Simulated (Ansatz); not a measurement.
Yb:

```xyz
2
Lattice="3.8799 0.0000 0.0000 -1.9400 3.3601 0.0000 0.0000 0.0000 6.3859" Properties=species:S:1:pos:R:3 pbc="T T T"
Yb    1.9400    1.1200    4.7894
Yb    0.0000    2.2401    1.5965
```

This isn't the form of Yb at room conditions, which is fcc.

Base run:

| Property | Result |
| --- | --- |
| Program | Ansatz 0.2.0 |
| Functional | PBE |
| Potentials or basis | Ansatz PAW |
| Cutoff | 420 eV (not typed: the program's choice for these potentials) |
| k mesh | 7 × 7 × 4 |
| Occupations | fermi-dirac, width 0.05 eV |
| Spin | collinear spin, ferromagnetic start |
| Starting moments | [2.0, 2.0] μB |
| Fixed moment | 4 μB |

Its results: pressure -2.9 GPa; site moments Yb +1.26 μB.

Question: The run is repeated on the same cell with these changes: fixed moment from 4 μB to 1 μB; moments at the start from [2.0, 2.0] to [0.5, 0.5]. What comes out?

Answer: Pressure -2.2 GPa; site moments Yb +0.31 μB.

Caveats: the total moment is fixed, so each spin has its own Fermi level; the thresholds are loose for stress.
